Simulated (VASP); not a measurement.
# CuAu3 (Pm-3m) in VASP: further runs

The runs below take CuAu3 through single point, with PBEsol.

Everything below comes from runs of VASP 6.6.1. Logs are shortened: lines on timing, memory, paths and dates and some standing lists are left out, and cuts for length are marked.

## (1) The structure

Symmetry: Pm-3m, No. 221, cubic system. The conventional cell has a = 3.980 Å, b = 3.980 Å, c = 3.980 Å, α = 90.00°, β = 90.00°, γ = 90.00°. Cu (site symmetry m-3m) has 12 Au at 2.81 Å as nearest neighbours. Au (site symmetry 4/mmm) is surrounded by 4 Cu at 2.81 Å and 8 Au at 2.81 Å.

## (2) Single point, PBEsol (strained and moved within a subgroup)

INCAR

```
  PREC = Accurate
  ENCUT = 520
  EDIFF = 1E-6
  ISMEAR = 0
  SIGMA = 0.1
  LREAL = False
  LASPH = True
  NELM = 100
  ALGO = Fast
  ISIF = 2
  LWAVE = False
  LCHARG = True
  GGA = PS
  LELF = True
  LVHAR = True
  NBANDS = 30
```

KPOINTS

```
regular mesh
0
Gamma
  10 10 10
```

POSCAR

```
CuAu3
1.0
    3.6693610000      0.0000000000      0.0000000000
    0.0000000000      3.9081610000      0.0000000000
    0.0000000000      0.0000000000      3.9081610000
Cu Au
1 3
Direct
    0.0000000000      0.0000000000      0.0000000000
    0.0000000000      0.5000000000      0.5000000000
    0.5213198024      0.0000000000      0.5000000000
    0.4786801976      0.5000000000      0.0000000000
```

Potentials or basis: VASP PAW PBE potentials, release 64 (Cu, Au).

The run is started by

```console
$ cat potpaw_PBE.64/Cu/POTCAR potpaw_PBE.64/Au/POTCAR > POTCAR
$ mpirun -np 1 vasp_std > vasp.out
```

OUTCAR:

```text
PREC = Accurate
   ENCUT = 520
   EDIFF = 1E-6
   ISMEAR = 0
   LREAL = False
   LASPH = True
   NELM = 100
   ISIF = 2
   GGA = PS

 ion  position               nearest neighbor table
   1  0.000  0.000  0.000-   3 2.63   4 2.63   3 2.63   4 2.63   3 2.73   3 2.73   4 2.73   4 2.73
                             2 2.76   2 2.76   2 2.76   2 2.76
   2  0.000  0.500  0.500-   3 2.63   4 2.63   4 2.63   3 2.63   3 2.73   3 2.73   4 2.73   4 2.73
                             1 2.76   1 2.76   1 2.76   1 2.76
   3  0.521  0.000  0.500-   1 2.63   2 2.63   1 2.63   2 2.63   1 2.73   2 2.73   1 2.73   2 2.73
                             4 2.77   4 2.77   4 2.77   4 2.77
   4  0.479  0.500  0.000-   1 2.63   2 2.63   2 2.63   1 2.63   1 2.73   2 2.73   2 2.73   1 2.73
                             3 2.77   3 2.77   3 2.77   3 2.77

  LATTYP: Found a simple tetragonal cell.
 ALAT       =     3.9081610000
 C/A-ratio  =     0.9388970925

  Lattice vectors:

 A1 = (   0.0000000000,   3.9081610000,   0.0000000000)
 A2 = (   0.0000000000,   0.0000000000,   3.9081610000)
 A3 = (   3.6693610000,   0.0000000000,   0.0000000000)

Analysis of symmetry for initial positions (statically):
=====================================================================
 Subroutine PRICEL returns:
 Original cell was already a primitive cell.

 Routine SETGRP: Setting up the symmetry group for a
 simple tetragonal supercell.

 Subroutine GETGRP returns: Found  8 space group operations
 (whereof  8 operations were pure point group operations)
 out of a pool of 16 trial point group operations.

The static configuration has the point symmetry D_2d.

Analysis of symmetry for dynamics (positions and initial velocities):
=====================================================================
 Subroutine PRICEL returns:
 Original cell was already a primitive cell.

 Routine SETGRP: Setting up the symmetry group for a
 simple tetragonal supercell.

 Subroutine GETGRP returns: Found  8 space group operations
 (whereof  8 operations were pure point group operations)
 out of a pool of 16 trial point group operations.

The dynamic configuration has the point symmetry D_2d.

 Subroutine INISYM returns: Found  8 space group operations
 (whereof  8 operations are pure point group operations),
 and found     1 'primitive' translations

----------------------------------------------------------------------------------------

                                     Primitive cell
[... 97 lines left out ...]
   EDIFFG = 0.1E-04   stopping-criterion for IOM
   NSW    =      0    number of steps for IOM
   IBRION =     -1    ionic relax: 0-MD 1-quasi-New 2-CG
   NFREE  =      0    steps in history (QN), initial steepest desc. (CG)
   ISIF   =      2    stress and relaxation
   ISYM   =      2    0-nonsym 1-usesym 2-fastsym
   POTIM  = 0.5000    time-step for ionic-motion
   TEBEG  =    0.0;   TEEND  =   0.0 temperature during run
   PSTRESS=    0.0 pullay stress
   NELECT =      44.0000    total number of electrons
   NUPDOWN=      -1.0000    fix difference up-down
   EMIN   =  10.00;   EMAX   =-10.00  energy-range for DOS
   EFERMI =   0.00;   METHOD = LEGACY
   ISMEAR =     0;   SIGMA  =   0.10  broadening in eV -4-tet -1-fermi 0-gaus
   EFERMI_NEDOS =   21; number of points for ismear=-14 and -15
   IALGO  =     68    algorithm
   IMIX   =      4    mixing-type and parameters
     AMIX     =   0.40;   BMIX     =  1.00
     AMIX_MAG =   1.60;   BMIX_MAG =  1.00
  volume/ion in A,a.u.               =      14.01        94.55
  Fermi-wavevector in a.u.,A,eV,Ry     =   1.510245  2.853948 31.032693  2.280839
  Thomas-Fermi vector in A             =   2.620460
   LORBIT       =      0    0 simple, 1 ext, 2 COOP (PROOUT), +10 PAW based schemes
   GGA     = PS    functional components
   LHFCALC =     F    Hartree Fock is set to
   AEXX    =    0.0000 exact exchange contribution
   IVDW    =     0    specifies the selected vdW correction
   LEPSILON=     F    determine dielectric tensor
   LRPA    =     F    only Hartree local field effects (RPA)
 non-spin polarized calculation
 RMM-DIIS sequential band-by-band and
 Gauss-broadening in eV      SIGMA  =   0.10
  energy-cutoff  :      520.00
  volume of cell :       56.04
 maximum number of plane-waves:      1534
 NGX is ok and might be reduce to    28
   NGX = 13   NGY = 15   NGZ = 15

 number of electron      44.0000015 magnetization

 Free energy of the ion-electron system (eV)
  ---------------------------------------------------
  ext. energy  EPLUGINS =         0.00000000
  ---------------------------------------------------
  free energy    TOTEN  =       -15.60602469 eV

  energy without entropy =      -15.60243773  energy(sigma->0) =      -15.60423121

 E-fermi :  11.0624     XC(G=0): -13.5741

 val. band max:       11.0293475083   @ k =   0.3000   0.2000   0.2000
 cond. band min:      11.0656680569   @ k =   0.3000   0.3000   0.1000
 fundamental gap:      0.0363205486
 Fermi energy:        11.0624322243

 k-point     1 :       0.0000    0.0000    0.0000
  band No.  band energies     occupation
      1      -0.2324      2.00000
      2       2.2738      2.00000
      3       3.2586      2.00000
      4       3.2722      2.00000
      5       3.2722      2.00000
      6       3.3210      2.00000
[... 781 lines left out ...]
     29      22.3675      0.00000
     30      22.4355      0.00000

 [... further k-points ...]

------------------------ aborting loop because EDIFF is reached ----------------------------------------

  FORCE on cell =-STRESS in cart. coord.  units (eV):
  Direction    XX          YY          ZZ          XY          YZ          ZX
  --------------------------------------------------------------------------------------
  -------------------------------------------------------------------------------------
  Total       10.5155219      9.2314777      9.2314777      0.0000000      0.0000000      0.0000000
  in kB      300.6118406    263.9043044    263.9043044      0.0000000      0.0000000      0.0000000
  external PRESSURE =     276.1401498 kB  Pullay stress =       0.0000000 kB

 VOLUME and BASIS-vectors are now :
 -----------------------------------------------------------------------------
  energy-cutoff  :      520.00
  volume of cell :       56.04
      direct lattice vectors                 reciprocal lattice vectors
     3.669361000  0.000000000  0.000000000     0.272527015  0.000000000  0.000000000
     0.000000000  3.908161000  0.000000000     0.000000000  0.255874822  0.000000000
     0.000000000  0.000000000  3.908161000     0.000000000  0.000000000  0.255874822

 POSITION                                       TOTAL-FORCE (eV/Angst)
 -----------------------------------------------------------------------------------
      0.00000      0.00000      0.00000         0.000000      0.000000      0.000000
      0.00000      1.95408      1.95408         0.000000     -0.000000      0.000000
      1.91291      0.00000      1.95408        -0.866170      0.000000     -0.000000
      1.75645      1.95408      0.00000         0.866170      0.000000     -0.000000
 -----------------------------------------------------------------------------------
    total drift:                               -0.000000      0.000000     -0.000000

  FREE ENERGIE OF THE ION-ELECTRON SYSTEM (eV)
  ---------------------------------------------------
  free  energy   TOTEN  =       -15.6060246947 eV

  energy  without entropy=      -15.6024377281  energy(sigma->0) =      -15.60423121
```

OSZICAR:

```text
N       E                     dE             d eps       ncg     rms          rms(c)
DAV:   1     0.361052379209E+03    0.36105E+03   -0.22037E+04  7960   0.188E+03
DAV:   2     0.463912553674E+01   -0.35641E+03   -0.33396E+03  7962   0.405E+02
DAV:   3    -0.170140275611E+02   -0.21653E+02   -0.20883E+02  8566   0.102E+02
DAV:   4    -0.174081501434E+02   -0.39412E+00   -0.39354E+00  8628   0.127E+01
DAV:   5    -0.174202048505E+02   -0.12055E-01   -0.12054E-01 10164   0.236E+00    0.258E+01
RMM:   6    -0.159802773258E+02    0.14399E+01   -0.55695E+00  8246   0.287E+01    0.130E+01
RMM:   7    -0.163648386731E+02   -0.38456E+00   -0.51156E+00  8507   0.221E+01    0.151E+01
RMM:   8    -0.156581064643E+02    0.70673E+00   -0.18145E+00  8341   0.171E+01    0.379E+00
RMM:   9    -0.156305620840E+02    0.27544E-01   -0.34799E-01  8966   0.745E+00    0.208E+00
RMM:  10    -0.156040979544E+02    0.26464E-01   -0.96156E-02  9367   0.325E+00    0.231E-01
RMM:  11    -0.156062196813E+02   -0.21217E-02   -0.24893E-02  9847   0.859E-01    0.185E-01
RMM:  12    -0.156059727763E+02    0.24691E-03   -0.25661E-03  9864   0.541E-01    0.619E-02
RMM:  13    -0.156060370204E+02   -0.64244E-04   -0.97117E-04 11017   0.200E-01    0.418E-02
RMM:  14    -0.156060234302E+02    0.13590E-04   -0.14246E-04  9306   0.121E-01    0.139E-02
RMM:  15    -0.156060245671E+02   -0.11369E-05   -0.45635E-05 10113   0.504E-02    0.595E-03
RMM:  16    -0.156060246947E+02   -0.12759E-06   -0.64400E-06  7396   0.168E-02
   1 F= -.15606025E+02 E0= -.15604231E+02  d E =-.358697E-02
```

Wall time 2.1 min (1 thread of Intel Xeon Platinum 8488C (Sapphire Rapids), shared host); peak memory 0.29 GiB.

Results:

| Item | Value |
| --- | --- |
| Free energy | -15.6060 eV |
| Pressure | 27.6 GPa |
| Largest force | 0.866 eV/Å |
| Band gap on the k mesh | none (metal or under the smearing width) |

Forces on the atoms (eV/Å):
```
Cu   0.000  0.000  0.000
Au   0.000  0.000  0.000
Au  -0.866  0.000  0.000
Au   0.866  0.000  0.000
```

Stress tensor (GPa, compression positive):
```
30.06  0.00  0.00
 0.00 26.39  0.00
 0.00  0.00 26.39
```

Levels at points of the mesh, in eV from the Fermi level:
```csv
k point,band 19,band 20,band 21,band 22,band 23,band 24,band 25,band 26
"(0.00, 0.00, 0.00)",-1.60,-1.36,-1.36,0.23,0.23,1.62,6.31,6.97
"(0.50, 0.00, 0.00)",-2.38,-2.31,-1.81,-1.77,5.33,5.81,6.35,6.35
"(0.00, 0.50, 0.00)",-2.53,-2.16,-1.55,-1.38,5.73,5.85,6.21,6.49
"(0.50, 0.50, 0.00)",-2.49,-2.49,-0.69,-0.09,0.31,0.32,8.54,8.91
"(0.00, 0.50, 0.50)",-2.57,-2.57,-1.05,-0.45,-0.28,-0.28,9.60,10.53
"(0.50, 0.50, 0.50)",-1.75,-1.75,-1.61,-1.61,-1.49,-1.46,3.59,3.59
```

Caveat: so large a pressure means that the cell lies far from this level's equilibrium, or that cutoff or potentials fall short; the potentials were made for another functional, which shifts forces and pressure.

[end of part 1 of 2]
